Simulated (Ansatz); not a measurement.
How KTaO₃ stores the work of compression

Computed with DFT PBEsol, scalar-relativistic, plane waves, PAW in Ansatz. (420 eV cutoff, 8×8×8 k-mesh, Gaussian smearing of 0.02 eV, no spin polarisation)

Starting point, cell and atoms relaxed:

```xyz
5
Lattice="3.9856 0.0000 0.0000 0.0000 3.9856 0.0000 0.0000 0.0000 3.9856" Properties=species:S:1:pos:R:3 pbc="T T T"
K     1.9928    1.9928    1.9928
Ta    0.0000    0.0000    0.0000
O     0.0000    1.9928    0.0000
O     0.0000    0.0000    1.9928
O     1.9928    0.0000    0.0000
```

Cell and atoms were relaxed at each target pressure within the start's symmetry (Pm-3m), at zero temperature; other phases can be more stable under pressure. H = E + PV with P the target; E is the free energy at the smearing used, whose derivative the pressure is, per atom and counted from zero pressure.

Spin-orbit coupling is left out, which matters for the bands and energies of heavy elements.

| P (GPa) | V (Å³/atom) | E − E0 (meV) | H − H0 (meV) |
| --- | --- | --- | --- |
| 0 | 12.662 | 0.0 | 0.0 |
| 2 | 12.534 | 0.9 | 157.3 |
| 5 | 12.362 | 4.6 | 390.4 |
| 10 | 12.109 | 16.4 | 772.2 |
| 20 | 11.660 | 58.0 | 1513.5 |
| 40 | 10.965 | 186.0 | 2923.5 |

Problem. Thermodynamics gives dH/dP = V along a relaxed path. Integrate V over P by the trapezoid rule and compare with the computed enthalpies.

Solution. With 1 eV/Å³ = 160.22 GPa, each step adds the mean volume times ΔP / 160.22:
```csv
P (GPa),∫V dP (meV),H − H0 (meV),difference (meV)
2,157.3,157.3,-0.1
5,390.4,390.4,-0.1
10,772.2,772.2,0.0
20,1514.0,1513.5,0.4
40,2926.1,2923.5,2.6
```

V(P) curves upward, so the trapezoid rule runs high; integrating a smooth curve through the same points puts that excess at about 3.5 meV at 40 GPa, against the 2.6 meV found.

Problem. At 40 GPa, how much of the enthalpy change is stored energy and how much is the PV term?

Solution. E rises by 186 meV/atom and PV is 40 × 10.965 / 160.22 = 2737 meV/atom, so PV makes 94 % of ΔH. So between rival structures at high pressure a small difference in volume can outweigh the difference in energy: 1 % of this volume is worth 27.4 meV/atom at this pressure.

Problem. What bulk modulus do the lowest pressures give?

Solution. From the pressures that the runs reached, -2.06 GPa (12.792 Å³) and 2.06 GPa (12.534 Å³), B = −ΔP/Δln V = 4.12 / 0.0203 = 203 GPa, a mean over that range.

Problem. The gap is 2.113 eV at -2.06 GPa and 2.157 eV at 2.06 GPa. What pressure coefficient and volume deformation potential follow?

Solution. dE_g/dP = 10.5 meV/GPa, and a_V = dE_g/d ln V = −B dE_g/dP = -2.13 eV. If the edges move to other points of the zone within the range, this is a mean of two slopes. Gaps are Kohn–Sham gaps over the whole zone.

Symmetry holds off the tilts and polar distortions that many cubic perovskites undergo.